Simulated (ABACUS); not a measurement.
# TaN (P-6m2) in ABACUS: convergence with smearing sigma

Aim: find how far smearing sigma must go before the results for TaN settle, at RPBE. This setting moves, with any that are tied to it; all else stays.

All numbers are computed with ABACUS 3.10.1; they aren't measurements. Logs are shortened: lines on timing, memory, paths and dates and some standing lists are left out, and cuts for length are marked.

## (1) The crystal as given

Symmetry: P-6m2, No. 187, hexagonal system. The conventional cell has a = 2.938 Å, b = 2.938 Å, c = 2.883 Å, α = 90.00°, β = 90.00°, γ = 120.00°. Ta (site symmetry -6m2) is surrounded by 6 N at 2.23 Å. N (site symmetry -6m2) has 6 Ta at 2.23 Å as nearest neighbours.

## (2) With smearing sigma 0.02 Ry

INPUT reads:

```
INPUT_PARAMETERS
suffix              TaN
calculation         scf
basis_type          lcao
pseudo_dir          ./
orbital_dir         ./
symmetry            1
dft_functional      GGA_X_RPBE+GGA_C_PBE
ecutwfc             100
pseudo_rcut         10
nspin               1
nbands              13
ks_solver           scalapack_gvx
smearing_method     fd
smearing_sigma      0.02
scf_thr             1e-07
scf_nmax            100
mixing_type         broyden
mixing_beta         0.7
cal_force           1
cal_stress          1
out_mul             1
```

STRU reads:

```
ATOMIC_SPECIES
Ta 180.9479 Ta.upf
N 14.0070 N.upf

NUMERICAL_ORBITAL
Ta_confined-atom_7au_4s3p3d1f.orb
N_confined-atom_6au_3s3p2d1f.orb

LATTICE_CONSTANT
1.8897261246

LATTICE_VECTORS
2.9380000000 0.0000000000 0.0000000000
-1.4690000000 2.5443826363 0.0000000000
0.0000000000 0.0000000000 2.8830000000

ATOMIC_POSITIONS
Direct

Ta
0.0
1
0.0000000000 0.0000000000 0.5000000000 1 1 1

N
0.0
1
0.6666666667 0.3333333333 0.0000000000 1 1 1
```

KPT reads:

```
K_POINTS
0
Gamma
9 9 8 0 0 0
```

Potentials or basis: PseudoDojo NC SR 0.4.1 PBE standard, TZDP LCAO (the cutoffs set its grid).

Started as:

```bash
$ OMP_NUM_THREADS=1 mpirun -np 4 abacus > log
```

Wall time 10 s (4 MPI ranks of Intel Xeon 6975P-C (Granite Rapids), shared host); peak memory 0.52 GiB.

Results:

| Quantity | Value |
| --- | --- |
| Free energy | -2056.8872 eV |
| Pressure | 9.3 GPa |
| Band gap on the k mesh | none (metal or under the smearing width) |
| Mulliken charges | Ta +1.11; N -1.11 e |

## (3) With smearing sigma 0.015 Ry

INPUT, as its differences from that of step 2:

```diff
@@ -14,3 +14,3 @@
 smearing_method     fd
-smearing_sigma      0.02
+smearing_sigma      0.015
 scf_thr             1e-07
```

STRU is that of step 2.

KPT is that of step 2.

Potentials or basis: PseudoDojo NC SR 0.4.1 PBE standard, TZDP LCAO (the cutoffs set its grid).

Started as:

```bash
$ OMP_NUM_THREADS=1 mpirun -np 4 abacus > log
```

It took 9.9 s on 4 MPI ranks of Intel Xeon 6975P-C (Granite Rapids), shared host; peak memory 0.52 GiB.

Results:

* Free energy: -2056.8770 eV
* Pressure: 9.2 GPa
* Band gap on the k mesh: none (metal or under the smearing width)
* Mulliken charges: Ta +1.11; N -1.11 e

## (4) With smearing sigma 0.01 Ry

INPUT, as its differences from that of step 3:

```diff
@@ -14,3 +14,3 @@
 smearing_method     fd
-smearing_sigma      0.015
+smearing_sigma      0.01
 scf_thr             1e-07
```

STRU is that of step 3.

KPT is that of step 3.

Started as:

```bash
$ OMP_NUM_THREADS=1 mpirun -np 4 abacus > log
```

Wall time 10 s (4 MPI ranks of Intel Xeon 6975P-C (Granite Rapids), shared host); peak memory 0.52 GiB.

Results:

```
Free energy            : -2056.8719 eV
Pressure               : 9.2 GPa
Band gap on the k mesh : none (metal or under the smearing width)
Mulliken charges       : Ta +1.11; N -1.11 e
```

## (5) With smearing sigma 0.007 Ry

INPUT, as its differences from that of step 4:

```diff
@@ -14,3 +14,3 @@
 smearing_method     fd
-smearing_sigma      0.01
+smearing_sigma      0.007
 scf_thr             1e-07
```

STRU is that of step 4.

KPT is that of step 4.

Started as:

```bash
$ OMP_NUM_THREADS=1 mpirun -np 4 abacus > log
```

Run time: 9.7 s. Hardware: 4 MPI ranks of Intel Xeon 6975P-C (Granite Rapids), shared host; peak memory 0.52 GiB.

What came out:

```yaml
Free_energy: -2056.8705 eV
Pressure: 9.2 GPa
Band_gap_on_the_k_mesh: none (metal or under the smearing width)
Mulliken_charges: Ta +1.11; N -1.11 e
```

## (6) With smearing sigma 0.005 Ry

INPUT, as its differences from that of step 5:

```diff
@@ -14,3 +14,3 @@
 smearing_method     fd
-smearing_sigma      0.007
+smearing_sigma      0.005
 scf_thr             1e-07
```

STRU is that of step 5.

KPT is that of step 5.

Potentials or basis: PseudoDojo NC SR 0.4.1 PBE standard, TZDP LCAO (the cutoffs set its grid).

Started as:

```bash
$ OMP_NUM_THREADS=1 mpirun -np 4 abacus > log
```

It took 10 s on 4 MPI ranks of Intel Xeon 6975P-C (Granite Rapids), shared host; peak memory 0.52 GiB.

The run converged. Its results:

```
Free energy            : -2056.8699 eV
Pressure               : 9.2 GPa
Band gap on the k mesh : none (metal or under the smearing width)
Mulliken charges       : Ta +1.11; N -1.11 e
```

## (7) With smearing sigma 0.003 Ry

INPUT, as its differences from that of step 6:

```diff
@@ -14,3 +14,3 @@
 smearing_method     fd
-smearing_sigma      0.005
+smearing_sigma      0.003
 scf_thr             1e-07
```

STRU is that of step 6.

KPT is that of step 6.

Started as:

```bash
$ OMP_NUM_THREADS=1 mpirun -np 4 abacus > log
```

It took 9.9 s on 4 MPI ranks of Intel Xeon 6975P-C (Granite Rapids), shared host; peak memory 0.48 GiB.

The run converged. Its results:

| Property | Result |
| --- | --- |
| Free energy | -2056.8695 eV |
| Pressure | 9.2 GPa |
| Band gap on the k mesh | none (metal or under the smearing width) |
| Mulliken charges | Ta +1.11; N -1.11 e |

## (8) With smearing sigma 0.002 Ry

INPUT, as its differences from that of step 7:

```diff
@@ -14,3 +14,3 @@
 smearing_method     fd
-smearing_sigma      0.003
+smearing_sigma      0.002
 scf_thr             1e-07
```

STRU is that of step 7.

KPT is that of step 7.

Started as:

```bash
$ OMP_NUM_THREADS=1 mpirun -np 4 abacus > log
```

Run time: 10 s. Hardware: 4 MPI ranks of Intel Xeon 6975P-C (Granite Rapids), shared host; peak memory 0.52 GiB.

It converged, with:

```
Free energy            : -2056.8693 eV
Pressure               : 9.2 GPa
Band gap on the k mesh : none (metal or under the smearing width)
Mulliken charges       : Ta +1.11; N -1.11 e
```

## (9) With smearing sigma 0.001 Ry

INPUT, as its differences from that of step 8:

```diff
@@ -14,3 +14,3 @@
 smearing_method     fd
-smearing_sigma      0.002
+smearing_sigma      0.001
 scf_thr             1e-07
```

STRU is that of step 8.

KPT is that of step 8.

Potentials or basis: PseudoDojo NC SR 0.4.1 PBE standard, TZDP LCAO (the cutoffs set its grid).

Started as:

```bash
$ OMP_NUM_THREADS=1 mpirun -np 4 abacus > log
```

running log:

```text
ABACUS v3.10.1

               Atomic-orbital Based Ab-initio Computation at UStc

 ------------------------------------------------------------------------------------

 READING GENERAL INFORMATION
                           global_out_dir = OUT.TaN/
                           global_in_card = INPUT
                               pseudo_dir = ./
                              orbital_dir = ./
                                    DSIZE = 4
                                    GSIZE = 1
[... 5 lines left out ...]

 READING ATOM TYPE 1
                               atom label = Ta
                      L=0, number of zeta = 4
                      L=1, number of zeta = 3
                      L=2, number of zeta = 3
                      L=3, number of zeta = 1
             number of atom for this type = 1

 READING ATOM TYPE 2
                               atom label = N
                      L=0, number of zeta = 3
                      L=1, number of zeta = 3
                      L=2, number of zeta = 2
                      L=3, number of zeta = 1
             number of atom for this type = 1

                        TOTAL ATOM NUMBER = 2
DIRECT COORDINATES
    atom                   x                   y                   z     mag                  vx                  vy                  vz
taud_Ta1            0.0000000000        0.0000000000        0.5000000000  0.0000        0.0000000000        0.0000000000        0.0000000000
taud_N1            0.6666666667        0.3333333333        0.0000000000  0.0000        0.0000000000        0.0000000000        0.0000000000

                          Volume (Bohr^3) = 145.437
                             Volume (A^3) = 21.5515

 Lattice vectors: (Cartesian coordinate: in unit of a_0)
               +2.938                  +0                  +0
               -1.469            +2.54438                  +0
                   +0                  +0              +2.883
 Reciprocal vectors: (Cartesian coordinate: in unit of 2 pi/a_0)
            +0.340368           +0.196511                  -0
                   -0           +0.393023                  -0
                   +0                  -0           +0.346861
 The esolver type has been set to : ksdft_lcao

                PAO radial cut off (Bohr) = 10

 Read in pseudopotential file is Ta.upf
                     pseudopotential type = NC
          exchange-correlation functional = PBE
                 nonlocal core correction = 1
                        valence electrons = 13
                                     lmax = 3
                           number of zeta = 4
                     number of projectors = 8
                           L of projector = 0
                           L of projector = 0
                           L of projector = 1
                           L of projector = 1
[... 212 lines left out ...]
                                   glayer = [ 5, 5, 5 ]
                             glayer_minus = [ 4, 4, 4 ]

Find the coordinate range of the input atom(unit:lat0).
                                  min_tau = [ -17.6, -10.2, -11.5 ]
                                  max_tau = [ 19.1, 11, 13 ]
                                BoxNumber = [ 9, 9, 9 ]

 SETUP EXTENDED REAL SPACE GRID FOR GRID INTEGRATION
                          real space grid = [ 36, 36, 36 ]
                 big cell numbers in grid = [ 12, 12, 12 ]
             meshcell numbers in big cell = [ 3, 3, 3 ]
                        extended fft grid = [ 18, 18, 16 ]
                dimension of extened grid = [ 49, 49, 45 ]
                            UnitCellTotal = 125
              Atom number in sub-FFT-grid = 2
    Local orbitals number in sub-FFT-grid = 64
                                ParaV.nnr = 78632
                                 init_chg = atomic

 LCAO ALGORITHM --------------- ION=   1  ELEC=   1--------------------------------

 Density error is 0.111712531004
----------------------------------------------------------
     Energy           Rydberg                 eV
----------------------------------------------------------
 E_KohnSham     -150.9890025377      -2054.3107698498
 E_Harris       -151.6773453290      -2063.6761539880
 E_Fermi        1.5298567185         20.8147684951
----------------------------------------------------------
[... 91 lines left out ...]
 Density error is 1.02024433417e-08
----------------------------------------------------------
     Energy           Rydberg                 eV
----------------------------------------------------------
 E_KohnSham     -151.1770365544      -2056.8691038935
 E_KS(sigma->0) -151.1770304048      -2056.8690202247
 E_Harris       -151.1770365493      -2056.8691038254
 E_band         -3.9942127636        -54.3440526094
 E_one_elec     -7.7922819245        -106.0194345962
 E_Hartree      15.5692672775        211.8307486591
 E_xc           -35.9155794517       -488.6565275152
 E_Ewald        -123.0384301565      -1674.0237231036
 E_entropy(-TS) -0.0000122991        -0.0001673376
 E_descf        0.0000000000         0.0000000000
 E_exx          0.0000000000         0.0000000000
 E_Fermi        1.4912721251         20.2897981700
----------------------------------------------------------

 charge density convergence is achieved
 final etot is -2056.8691039 eV
 EFERMI = 20.28979817 eV

 STATE ENERGY(eV) AND OCCUPATIONS    NSPIN == 1
 1/60 kpoint (Cartesian) = 0.0000 0.0000 0.0000 (620 pws)
       1       -48.4591     0.00308642
       2       -14.7432     0.00308642
       3       -14.4816     0.00308642
       4       -14.4816     0.00308642
       5        2.41337     0.00308642
       6        15.6140     0.00308642
       7        15.6140     0.00308642
       8        15.9907     0.00308642
       9        17.2202     0.00308642
      10        22.3997    1.38239e-70
      11        23.7493        0.00000
      12        23.7493        0.00000
      13        24.2213        0.00000
[... 61 lines left out ...]
 6/60 kpoint (Cartesian) = -0.037819 0.065504 0.0000 (626 pws)
       1       -48.4349      0.0185185
       2       -14.8188      0.0185185
       3       -14.6979      0.0185185
       4       -14.5691      0.0185185
       5        3.10313      0.0185185
       6        14.0278      0.0185185
       7        16.0472      0.0185185
       8        16.3485      0.0185185
       9        16.8253      0.0185185
      10        22.4862    1.43588e-72
      11        23.7433        0.00000
      12        24.0277        0.00000
      13        24.5949        0.00000

[... levels at 54 further k points ...]

 correction force for each atom along direction 1 is 0.181221
 correction force for each atom along direction 2 is -0.0775838
 correction force for each atom along direction 3 is 0.00815445
------------------------------------------------------------------------------------------
 TOTAL-FORCE (eV/Angstrom)
------------------------------------------------------------------------------------------
                       Ta1         0.0000000000         0.0000000000         0.0000000000
                        N1         0.0000000000         0.0000000000         0.0000000000
------------------------------------------------------------------------------------------

----------------------------------------------------------------
 TOTAL-STRESS (KBAR)
----------------------------------------------------------------
        83.2547576839         0.0000000000         0.0000000000
        -0.0000000000        83.2547576852         0.0000000000
         0.0000000000        -0.0000000000       109.8087027020
----------------------------------------------------------------
 TOTAL-PRESSURE: 92.106073 KBAR

 --------------------------------------------
 !FINAL_ETOT_IS -2056.8691038934684912 eV
 --------------------------------------------
```

Wall time 10 s (4 MPI ranks of Intel Xeon 6975P-C (Granite Rapids), shared host); peak memory 0.52 GiB.

Results:

| Item | Value |
| --- | --- |
| Free energy | -2056.8691 eV |
| Pressure | 9.2 GPa |
| Band gap on the k mesh | none (metal or under the smearing width) |
| Mulliken charges | Ta +1.11; N -1.11 e |

## (10) The series at a glance

| smearing sigma | energy less the tightest run, at zero smearing (meV/atom) | pressure (GPa) | SCF cycles | CPU time (s) |
| --- | --- | --- | --- | --- |
| 0.02 Ry | 4.43 | 9.33 | 10 | 41 |
| 0.015 Ry | 1.48 | 9.24 | 10 | 39 |
| 0.01 Ry | 0.13 | 9.22 | 10 | 40 |
| 0.007 Ry | -0.10 | 9.22 | 10 | 38 |
| 0.005 Ry | -0.12 | 9.21 | 10 | 40 |
| 0.003 Ry | -0.08 | 9.21 | 10 | 39 |
| 0.002 Ry | -0.04 | 9.21 | 10 | 40 |
| 0.001 Ry | 0.00 | 9.21 | 10 | 42 |

Against the tightest run, the energy stays within 1 meV/atom from 0.01 Ry on; the pressure stays within 0.1 GPa from 0.015 Ry on. Narrower smearing needs a denser k mesh, so at a fixed mesh the narrowest width isn't the most accurate. The tightest run that finished is the yardstick and may itself not be fully converged.

Caveats: the atomic orbitals were generated for these runs and aren't a published set; the potentials were made for another functional, which shifts forces and pressure; the basis of atomic orbitals isn't converged, which shifts pressures, moduli and gaps.
